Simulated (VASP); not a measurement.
# Ge under changes of volume

One of the cells (17.962 Å³/atom); the others are scaled copies at fixed shape and fractional positions:

```xyz
2
Lattice="1.4496 -2.5176 0.0000 1.4496 2.5176 0.0000 0.0000 0.0000 4.9218" Properties=species:S:1:pos:R:3 pbc="T T T"
Ge    1.4496    0.8392    1.2304
Ge    1.4496   -0.8392    3.6913
```

This isn't the form of Ge at room conditions, which is diamond.

```yaml
Program: VASP 6.6.1
Functional: LDA
Potentials_or_basis: VASP PAW LDA potentials, release 64 (Ge_d)
Cutoff: 520 eV
k_mesh: 8 × 8 × 6
Occupations: fermi-dirac, width 0.05 eV
Spin: no spin polarisation
```

| volume (Å³/atom) | energy over the lowest point (meV/atom) | pressure (GPa) |
| --- | --- | --- |
| 17.244 | 8.16 | 3.5 |
| 17.603 | 2.00 | 1.5 |
| 17.962 | 0.00 | -0.2 |
| 18.322 | 1.76 | -1.8 |
| 18.681 | ? | ? |

Problem. What does the run at 18.681 Å³/atom give?

Solution. Energy over the lowest point 6.89 meV/atom; pressure -3.2 GPa.

Worked out: A Birch-Murnaghan fit of order 2 (a polynomial in V^(-2/3)) to the other rows has its minimum at 17.97 Å³/atom with B0 = V·E''(V) = 84 GPa at fixed shape and positions, which overstates the stiffness. It gives 6.92 meV/atom at 18.681 Å³/atom, against the run's 6.89, and -dE/dV = -3.0 GPa, against -3.2.

Energies are extrapolated to zero smearing.
